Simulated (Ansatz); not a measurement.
An Ansatz input (plane waves, PAW) for VO2 that has something wrong with it:

```yaml
crystal:
  lattice:
    - [4.5410665151, 0.0, 0.0]
    - [0.0, 4.5410665151, 0.0]
    - [0.0, 0.0, 2.8302611765]
  atoms:
    - { symbol: V, position: [0.0, 0.0, 0.0], spin: 1.0 }
    - { symbol: V, position: [0.5, 0.5, 0.5], spin: 1.0 }
    - { symbol: O, position: [0.3004619746, 0.3004619746, 0.0] }
    - { symbol: O, position: [0.1995380254, 0.8004619746, 0.5] }
    - { symbol: O, position: [0.6995380254, 0.6995380254, 0.0] }
    - { symbol: O, position: [0.8004619746, 0.1995380254, 0.5] }
basis:
  ecutwfc: 500
  ecutrho_ratio: 4
kpoints:
  mp_grid: { grid: [6, 6, 10] }
hamiltonian:
  xc: r2scan
  hubbard: { sites: [{ species: O, l: f, u_eff: 4.0 }] }
scf:
  occupations: { method: gaussian, width: 0.05 }
  max_iter: 60
output:
  forces: true
  stress: true
magnetization:
  spin_polarized: true
```

Launched as:
```sh
ansatz run input.yaml --threads 4 --pin off --max-ram 7168MiB --backend cpu --events-out ev --progress --plain --runs-dir out
```

What is wrong with it?

A U on a shell that isn't there. Against the sound input: hamiltonian.hubbard: {"sites": [{"species": "O", "l": "f", "u_eff": 4.0}]} (the cap on iterations is only a precaution).

What the program printed:

```
Error: inconsistent input (hamiltonian.hubbard.sites[].l, hamiltonian.hubbard.sites[].shell): the file of O doesn't list 4f, and it can't be added: PBE doesn't bind the shell 4f of the free atom, whose level lies at +1.15 eV. Type an atom or ion with it (hamiltonian.pseudopotentials.projection_atoms), take another file or name another shell
```

The input was refused before any iteration. Run time: 0.14 s on 4 threads of Arm Neoverse V1 (shared host), peak memory 0.08 GiB. The run before the change (r²SCAN, 500 eV, 6×6×10 mesh) gave:

```tsv
run	P (GPa)	gap on the mesh (eV)	cell moment (μB)	largest force component (eV/Å)
sound	0.0	metal	2.00	0.000
```

The two runs also differ in their start: the sound one had the moments 0.98, 0.98, 0.00, 0.00, 0.00, 0.00 μB typed, and went on from the state of an earlier run.

The chain of runs began from a measured cell (COD), expanded in volume.

Of that run: The run wasn't fully tested for a lower electronic state. Compounds of this kind are often insulators, Mott or charge-transfer ones with an open 3d shell, so the metal found may come from the functional, which lacks a U or exact exchange, or from the structure.
